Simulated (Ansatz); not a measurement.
Crystal: SiO2.

```
Si O
1.0
     4.97559    0.00000    0.00000
     0.00000    4.97559    0.00000
     0.00000    0.00000    6.90089
Si O
4 8
Direct
  0.80325 0.80325 0.50000
  0.69675 0.30325 0.25000
  0.30325 0.69675 0.75000
  0.19675 0.19675 0.00000
  0.76176 0.11039 0.43204
  0.88961 0.23824 0.06796
  0.11039 0.76176 0.56796
  0.26176 0.38961 0.81796
  0.23824 0.88961 0.93204
  0.73824 0.61039 0.31796
  0.38961 0.26176 0.18204
  0.61039 0.73824 0.68204
```

The cell comes from a database or a generator and needn't be the stable form of this composition.

Base run:

```yaml
Program: Ansatz 0.2.0
Functional: LDA
Potentials_or_basis: Ansatz PAW
Cutoff: "420 eV (not typed: the program's choice for these potentials)"
k_mesh: 6 × 6 × 4
Occupations: fermi-dirac, width 0.05 eV
Spin: no spin polarisation
```

Its results: band gap on the k mesh 5.49 eV, direct; pressure -1.6 GPa; largest force 0.089 eV/Å.

Problem. After a change of settings the same cell gave: band gap on the k mesh 5.73 eV, direct; pressure 4.8 GPa; largest force 0.278 eV/Å. Which change was it?
A. functional from LDA to PBE
B. functional from LDA to r2SCAN; cutoff from 420 eV (not typed: the program's choice for these potentials) to 500 eV (not typed: the program's choice for these potentials)
C. functional from LDA to PBEsol

Solution. A.

PBE binds less tightly than LDA, so the same cell stands under more pressure.

Caveats: the PAW data sets come from PBE, with cores solved anew for the run's functional, which leaves a small shift of forces and pressure (some runs).
